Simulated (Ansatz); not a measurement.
# Pt (P6_3/mmc) in Ansatz: relaxation of cell and atoms with PBE

Aim: the relaxation of cell and atoms of Pt with PBE.

All numbers are computed with Ansatz 0.2.0; they aren't measurements. Logs are shortened: lines on timing, memory, paths and dates and some standing lists are left out, and cuts for length are marked.

## Step 1: The crystal as given

The structure is hexagonal, space group P6_3/mmc (No. 194). The conventional cell has a = 2.761 Å, b = 2.761 Å, c = 4.792 Å, α = 90.00°, β = 90.00°, γ = 120.00°. Around Pt (site symmetry -6m2) lie 12 Pt at 2.76 to 2.88 Å.

This isn't the form of Pt at room conditions, which is fcc.

## Step 2: Relaxation of cell and atoms, PBE, target pressure 30 GPa, at which the enthalpy is minimised

File input.yaml:

```yaml
crystal:
  lattice:
    - [2.7606656158, 0.0, 0.0]
    - [-1.3803328079, 2.3908065546, 0.0]
    - [0.0, 0.0, 4.792134]
  atoms:
    - { symbol: Pt, position: [0.3333333333, 0.6666666667, 0.25] }
    - { symbol: Pt, position: [0.6666666667, 0.3333333333, 0.75] }
hamiltonian:
  xc: pbe
  pseudopotentials: { kind: paw }
kpoints:
  mp_grid: { grid: [11, 11, 6] }
scf:
  occupations: { method: fermi_dirac, width: 0.05 }
output:
  forces: true
  stress: true
  eigenvalues: true
  write_density: true
  write_potential: true
  elf: true
  volumetric_format: npy
relax:
  f_tol: 0.01
  max_steps: 40
  cell: { stress_tol: 0.05, p_target: 30.0 }
```

Potentials or basis: Ansatz PAW.

Command:

```
$ ansatz run input.yaml --threads 2 --pin off --max-ram 5632MiB --backend cpu --events-out ev --progress --plain --runs-dir out
```

Log:

```text
Warning: RAYON_NUM_THREADS=2 ignored (pool sized by the plan → 2); use --threads N
Engine: ansatz 0.2.0, aarch64-unknown-linux-gnu
Pseudopotentials: kind: paw
Pseudopotential: Pt, paw, valence charge 18, recommended cutoff 420 eV (normal), Pt.paw.azcp
Functional definition: PBE
  parameter kappa = 0.804
  parameter beta = 0.06672455060314922
  exchange = pbe_x(kappa = kappa, mu = beta*pi^2/3)
  correlation = pbe_c(beta = beta)
Crystal: 2 atoms, lattice volume = 31.629 Å³
Basis set: ecut = 420 eV, 623 PW (Γ), exchange–correlation on 40×40×72 points (8 copies of the dense FFT grid, shifted against one another)
Bands: 22, of which v1, the nominal top of the filled ones, is band 18 counted from 1 (17 counted from 0)
Symmetry: 24 space group operations
Space group: P63/mmc (ITA 194), of the structure as read, at distance tolerance 3.2e-5 Å
k-points: 64 of 726
Non-local potential: Pt, projectors of the file, l = 0: 3, l = 1: 2, l = 2: 2, l = 3: 1
PAW form: soft (Blöchl's): semilocal exchange-correlation on the pseudo side does not see the compensation charge
PAW one-centre angular grid: Pt, 590 points (default); XC on 64 Gauss nodes
Initial density: superposition of atomic densities (neutral atoms: chi_scale 0, normalization atom), corrected by the library's trained network
Initial wavefunctions: pseudopotential atomic-orbital guess
Functional: x = pbe(κ = 0.804, μ = 0.2195149727645171), c = pbe(β = 0.06672455060314922)
SCF iter   1: F=—  HF=-25045.916376 eV  |F-HF|=—  |Δ(HF+E_count)|=         —  Δρ=6.85e-3  dr2=3.84e-3  ethr=1.77e-3  ⟨swp⟩=5.2  Hψ=5467  notcnv=0
preconditioner: auto → Kerker (q_TF=auto, 2.788 Å⁻¹)  [metal: Δε(μ)=0.001 eV  Ē_g=9.067 eV  σ=0.050 eV  W_gap=0.00  n_scr=10 (ndim 8)  ℏωp=29.5 eV  f_vac=0.000  D(μ)=4.35/eV (n_scr^D=66)]
SCF iter   2: F=—  HF=-25045.918695 eV  |F-HF|=—  |Δ(HF+E_count)|=   2.32e-3  Δρ=3.48e-3  dr2=9.83e-4  ethr=1.07e-5  ⟨swp⟩=2.0  Hψ=2464  notcnv=0
SCF iter   3: F=—  HF=-25045.919201 eV  |F-HF|=—  |Δ(HF+E_count)|=   5.07e-4  Δρ=4.59e-4  dr2=2.42e-5  ethr=2.73e-6  ⟨swp⟩=2.4  Hψ=1968  notcnv=0
SCF iter   4: F=—  HF=-25045.919222 eV  |F-HF|=—  |Δ(HF+E_count)|=   2.08e-5  Δρ=7.35e-5  dr2=1.17e-6  ethr=6.71e-8  ⟨swp⟩=2.1  Hψ=1933  notcnv=0
SCF iter   5: F=—  HF=-25045.919222 eV  |F-HF|=—  |Δ(HF+E_count)|=   2.86e-7  Δρ=1.97e-5  dr2=1.15e-7  ethr=3.24e-9  ⟨swp⟩=2.1  Hψ=1863  notcnv=0
SCF iter   6: F=-25045.919222 eV  HF=-25045.919222 eV  |F-HF|=3.93e-10  |Δ(HF+E_count)|=  4.77e-10  Δρ=3.84e-6  dr2=2.60e-9  ethr=2.78e-10  ⟨swp⟩=7.0  Hψ=7660  notcnv=0
SCF 1 converged in 6 iterations: F = -25045.919222 eV  dr2 = 2.60e-9
relax step   1: F+E_penalty+E_count = -25045.91922216 eV  Δ(F+E_penalty+E_count) = +0.000e0 eV  max|allowed force component| = 9.252e-17 eV/Å  Δτ_max = 0.0000 Å  P = -0.602 GPa  Ω = 31.629 Å³  (6 SCF iters, dr2 threshold 1.00e-7 eV, accepted)
Crystal: 2 atoms, lattice volume = 27.642 Å³
Basis set: ecut = 420 eV, 549 PW (Γ), exchange–correlation on 40×40×72 points (8 copies of the dense FFT grid, shifted against one another)
Initial density: handed on by an earlier stage of this run
Initial wavefunctions: those handed on with the density
iter 1 solved again at ethr=3.51e-5 eV; its pass at ethr=3.10e-3 eV (dr2=1.27e-2 eV) is discarded
SCF iter   1: F=—  HF=-25045.444355 eV  |F-HF|=—  |Δ(HF+E_count)|=         —  Δρ=9.12e-3  dr2=1.23e-2  ethr=3.51e-5  ⟨swp⟩=2.1  Hψ=7599  notcnv=0
preconditioner: auto → Kerker (q_TF=auto, 2.851 Å⁻¹)  [metal: Δε(μ)=0.012 eV  Ē_g=10.362 eV  σ=0.050 eV  W_gap=0.06  n_scr=10 (ndim 8)  ℏωp=31.6 eV  f_vac=0.000  D(μ)=3.83/eV (n_scr^D=66)]
SCF iter   2: F=—  HF=-25045.443324 eV  |F-HF|=—  |Δ(HF+E_count)|=   1.03e-3  Δρ=5.50e-3  dr2=4.29e-3  ethr=3.42e-5  ⟨swp⟩=1.0  Hψ=1408  notcnv=0
SCF iter   3: F=—  HF=-25045.442975 eV  |F-HF|=—  |Δ(HF+E_count)|=   3.49e-4  Δρ=4.63e-4  dr2=2.99e-5  ethr=1.19e-5  ⟨swp⟩=2.3  Hψ=1972  notcnv=0
SCF iter   4: F=—  HF=-25045.442990 eV  |F-HF|=—  |Δ(HF+E_count)|=   1.50e-5  Δρ=1.44e-4  dr2=2.91e-6  ethr=8.30e-8  ⟨swp⟩=2.4  Hψ=2458  notcnv=0
iter 5 did not close the SCF: its close was put off for the readings that it lacked (scf_convergence_deferred on its scf_iter line)
SCF iter   5: F=-25045.442991 eV  HF=-25045.442991 eV  |F-HF|=1.11e-8  |Δ(HF+E_count)|=   6.22e-7  Δρ=3.21e-5  dr2=1.57e-7  ethr=8.07e-9  ⟨swp⟩=2.4  Hψ=2238  notcnv=0
SCF iter   6: F=-25045.442991 eV  HF=-25045.442991 eV  |F-HF|=3.64e-11  |Δ(HF+E_count)|=   1.87e-9  Δρ=9.24e-6  dr2=1.48e-8  ethr=4.36e-10  ⟨swp⟩=5.7  Hψ=8154  notcnv=0
SCF 2 converged in 6 iterations: F = -25045.442991 eV  dr2 = 1.48e-8
[... 48 lines left out ...]
SCF iter   4: F=-25045.677443 eV  HF=-25045.677443 eV  |F-HF|=0.00e0  |Δ(HF+E_count)|=  7.64e-11  Δρ=3.41e-7  dr2=2.86e-11  ethr=1.57e-12  ⟨swp⟩=2.4  Hψ=2243  notcnv=0
iter 5 did not close the SCF: its close was put off for the readings that it lacked (scf_convergence_deferred on its scf_iter line)
SCF iter   5: F=-25045.677443 eV  HF=-25045.677443 eV  |F-HF|=1.09e-11  |Δ(HF+E_count)|=  3.64e-12  Δρ=9.28e-8  dr2=2.14e-12  ethr=1.00e-12  ⟨swp⟩=1.0  Hψ=1408  notcnv=0
iter 6 did not close the SCF: its close was put off for the readings that it lacked (scf_convergence_deferred on its scf_iter line)
SCF iter   6: F=-25045.677443 eV  HF=-25045.677443 eV  |F-HF|=1.46e-11  |Δ(HF+E_count)|=  3.64e-12  Δρ=2.24e-8  dr2=9.30e-14  ethr=1.00e-12  ⟨swp⟩=1.0  Hψ=1408  notcnv=0
SCF iter   7: F=-25045.677443 eV  HF=-25045.677443 eV  |F-HF|=3.64e-12  |Δ(HF+E_count)|=  7.28e-12  Δρ=3.82e-9  dr2=2.28e-15  ethr=1.00e-12  ⟨swp⟩=3.0  Hψ=4805  notcnv=0
SCF 6 converged in 7 iterations: F = -25045.677443 eV  dr2 = 2.28e-15
relax step   6: F+E_penalty+E_count = -25045.67744335 eV  Δ(F+E_penalty+E_count) = -3.803e-4 eV  max|allowed force component| = 2.105e-16 eV/Å  Δτ_max = 0.0000 Å  P = +29.999 GPa  Ω = 28.630 Å³  energy of the carried Pulay correction = +1.339e-3 eV  (7 SCF iters, accepted)
Basis set: ecut = 420 eV, 549 PW (Γ), exchange–correlation on 36×36×64 points (8 copies of the dense FFT grid, shifted against one another)
Initial wavefunctions: pseudopotential atomic-orbital guess (no wavefunctions were taken with the density)
iter 1 solved again at ethr=1.58e-8 eV; its pass at ethr=3.10e-3 eV (dr2=5.68e-6 eV) is discarded
SCF iter   1: F=—  HF=-25045.675764 eV  |F-HF|=—  |Δ(HF+E_count)|=         —  Δρ=3.37e-4  dr2=5.38e-6  ethr=1.58e-8  ⟨swp⟩=3.1  Hψ=9467  notcnv=0
SCF iter   2: F=—  HF=-25045.675744 eV  |F-HF|=—  |Δ(HF+E_count)|=   2.03e-5  Δρ=1.78e-4  dr2=1.42e-6  ethr=1.49e-8  ⟨swp⟩=1.0  Hψ=1408  notcnv=0
SCF iter   3: F=—  HF=-25045.675749 eV  |F-HF|=—  |Δ(HF+E_count)|=   5.23e-6  Δρ=8.68e-6  dr2=5.81e-9  ethr=3.94e-9  ⟨swp⟩=3.0  Hψ=2583  notcnv=0
SCF iter   4: F=—  HF=-25045.675749 eV  |F-HF|=—  |Δ(HF+E_count)|=   4.76e-9  Δρ=1.19e-6  dr2=1.33e-10  ethr=1.61e-11  ⟨swp⟩=2.0  Hψ=1994  notcnv=0
iter 5 did not close the SCF: its close was put off for the readings that it lacked (scf_convergence_deferred on its scf_iter line)
SCF iter   5: F=-25045.675749 eV  HF=-25045.675749 eV  |F-HF|=7.28e-12  |Δ(HF+E_count)|=  1.24e-10  Δρ=2.56e-7  dr2=1.15e-11  ethr=1.00e-12  ⟨swp⟩=1.1  Hψ=1484  notcnv=0
SCF iter   6: F=-25045.675749 eV  HF=-25045.675749 eV  |F-HF|=1.46e-11  |Δ(HF+E_count)|=  1.09e-11  Δρ=3.77e-8  dr2=2.19e-13  ethr=1.00e-12  ⟨swp⟩=4.0  Hψ=5935  notcnv=0
SCF 7 converged in 6 iterations: F = -25045.675749 eV  dr2 = 2.19e-13
relax step   7: F+E_penalty+E_count = -25045.67574891 eV  Δ(F+E_penalty+E_count) = +1.694e-3 eV  max|allowed force component| = 2.082e-16 eV/Å  Δτ_max = 0.0000 Å  P = +30.037 GPa  Ω = 28.630 Å³  stress off target by 4.23e-2 GPa  SCF on the basis re-selected at this cell (its energy is not comparable with the rows above)  (6 SCF iters)
basis re-selected at this cell: Δ(F+E_penalty+E_count) = +1.694e-3 eV, ΔP = +0.038 GPa vs the last step (what re-selecting the basis moved, of the pressure what is left beyond the Pulay correction that the steps carried, after the strain that the cell walked since its last selection, with what the two solves' SCF thresholds leave and, on support functions, any second-order correction that the steps lacked; it is no measure of the basis error at this ecutwfc). The dense FFT grid was sized anew with the basis: this SCF ran on 18×18×32 points, the steps before it on 20×20×36, so part of this shift can come from that change (see relax.cell in the input reference). This SCF's stress stands 4.23e-2 GPa from its target on what of the cell is left free (relax.cell.stress_tol is 5.00e-2 GPa) and its largest allowed force component is 2.08e-16 eV/Å (relax.f_tol is 1.00e-2 eV/Å): within both
SCF converged after 6 iterations
Free energy (F): -25045.675749 eV
Harris-Foulkes:  -25045.675749 eV  (|F-HF|=1.46e-11)
Internal energy: -25045.642254 eV  (E = F + TS)
E sigma→0 (E₀):  -25045.659001 eV
Entropy (-TS):   -0.033495 eV (-16.748 meV/atom)
Fermi energy:    25.042810 eV
--- Per-component energies (eV) ---
  E_band       = -205.836545
  E_kinetic    = 1281.660362
  E_local      = -2788.107032  (includes V_loc(G=0)·N_el)
  E_nonlocal   = 399.854054
  E_hartree    = 1043.786032
  E_xc         = -526.063599
  E_vxc        = -609.092822  (∫ρ·V_xc dr)
  E_paw        = -18908.545627  (= ΣΔE_a)
  E_vpaw       = -577.723552  (= ΣTr[D̂ρ^β])
  E_aug_tail   = 0.000360  (compensation charges beyond the density's cutoff)
  E_ewald      = -5548.226804
  E_smearing   = -0.033495  (= −TS)
  E_closure    = 0.000000  (closes the sum)
  Σ components = -25045.675749   (vs F -25045.675749, Δ=0.00e0)
--- Forces (eV/Å), atoms counted from 1 ---
  atom   1  Pt    -0.00000000    -0.00000000     0.00000000
  atom   2  Pt     0.00000000     0.00000000    -0.00000000
  max |Σ_I F_I| component: 0.00e0 eV/Å
--- Stress (GPa, compression-positive) ---
       30.042254      -0.000000       0.000000
        0.000000      30.042254      -0.000000
        0.000000      -0.000000      30.026814
  P = ⅓ Tr σ = 30.0371 GPa (300.371 kbar)
--- Band table (eV; the first three rows and the last of 64) ---
  k-point 0: bands = ["-73.6254", "-73.5902", "-28.0528", "-27.6731", "-27.6731", "-27.6083", "-27.6083", "-27.5408", "14.2390", "17.0295", "20.5722", "21.0407", "21.0407", "21.5133", "21.5133", "22.7519", "22.7519", "24.0191", "24.7546", "24.7546", "30.6737", "39.8339"]
  k-point 1: bands = ["-73.6230", "-73.5926", "-28.0195", "-27.6688", "-27.6688", "-27.6127", "-27.6127", "-27.5761", "14.5099", "17.0143", "20.4899", "20.9892", "20.9892", "21.4201", "21.4201", "22.9798", "22.9808", "22.9808", "24.7049", "24.7049", "32.1621", "39.2705"]
  k-point 2: bands = ["-73.6166", "-73.5990", "-27.9275", "-27.6716", "-27.6570", "-27.6570", "-27.6246", "-27.6246", "15.2529", "16.8345", "20.3427", "20.9457", "20.9457", "21.2116", "21.2116", "21.3577", "23.5062", "23.5062", "24.4979", "24.4979", "35.1667", "38.8306"]
  k-point 63: bands = ["-73.5687", "-73.5687", "-28.0805", "-28.0805", "-27.9631", "-27.9631", "-27.6665", "-27.6665", "18.8469", "18.8469", "19.8136", "19.8136", "20.8050", "20.8050", "22.3792", "22.3792", "24.8651", "24.8651", "31.2130", "31.2130", "32.4070", "32.4070"]
--- Relaxed structure (6 steps of the walk, 6 accepted, 1 SCFs on fresh bases) ---
  F+E_penalty+E_count = -25045.67574891 eV   max|allowed force component| = 2.082e-16 eV/Å   (the final SCF, on the basis selected at the relaxed cell)
  cell:  # Å, volume = 28.6304 Å³
    - [2.6884514492189044, 1.4570596085521454e-33, 0.0]
    - [-1.3442257246094522, 2.328267251864661, -3.1713353353444662e-18]
    - [0.0, -6.356626326185824e-18, 4.573955414094818]
  atoms:
    - { symbol: Pt, position: [0.3333333333333333, 0.6666666666666666, 0.25] }
    - { symbol: Pt, position: [0.6666666666666666, 0.3333333333333333, 0.75] }
```

Wall time 7.2 s (2 threads of Arm Neoverse V2, shared host); peak memory 0.32 GiB.

Results:

| Item | Value |
| --- | --- |
| Free energy | -25045.6757 eV |
| Relaxed volume | 14.32 Å³/atom |
| Relaxed cell | a = 2.688 Å, b = 2.688 Å, c = 4.574 Å, α = 90.00°, β = 90.00°, γ = 120.00° |
| Space group after relaxing (to 0.05 Å) | P6_3/mmc (No. 194) |
| Energy change on relaxing (the enthalpy is what falls) | +121.7 meV/atom |
| Ionic steps | 7 |
| Pressure after relaxing | 30.0 GPa |
| Band gap on the k mesh | none (metal or under the smearing width) |

Step by step:
| step | energy change (eV) | largest force (eV/Å) | volume (Å³) |
| --- | --- | --- | --- |
| 1 | 0.0000 | 0.0000 | 31.63 |
| 2 | 0.4762 | 0.0000 | 27.64 |
| 3 | 0.2060 | 0.0000 | 28.84 |
| 4 | 0.2379 | 0.0000 | 28.65 |
| 5 | 0.2422 | 0.0000 | 28.63 |
| 6 | 0.2418 | 0.0000 | 28.63 |
| 7 | 0.2435 | 0.0000 | 28.63 |

Final structure:
```
CELL_PARAMETERS angstrom
2.68845 0.00000 0.00000
-1.34423 2.32827 0.00000
0.00000 0.00000 4.57396
ATOMIC_POSITIONS crystal
Pt 0.33333 0.66667 0.25000
Pt 0.66667 0.33333 0.75000
```

Levels at points of the mesh, in eV from the Fermi level:
```tsv
k point	band 15	band 16	band 17	band 18	band 19	band 20	band 21	band 22
(0.00, 0.00, 0.00)	-3.53	-2.29	-2.29	-1.02	-0.29	-0.29	5.63	14.79
(0.00, 0.00, -0.50)	-4.02	-4.02	-0.97	-0.97	-0.97	-0.97	12.96	12.96
```

Caveat: the plane-wave basis is chosen anew once the cell has moved, so the energies of steps on either side of that aren't comparable. Spin-orbit coupling is left out, which matters for the levels of Pt.
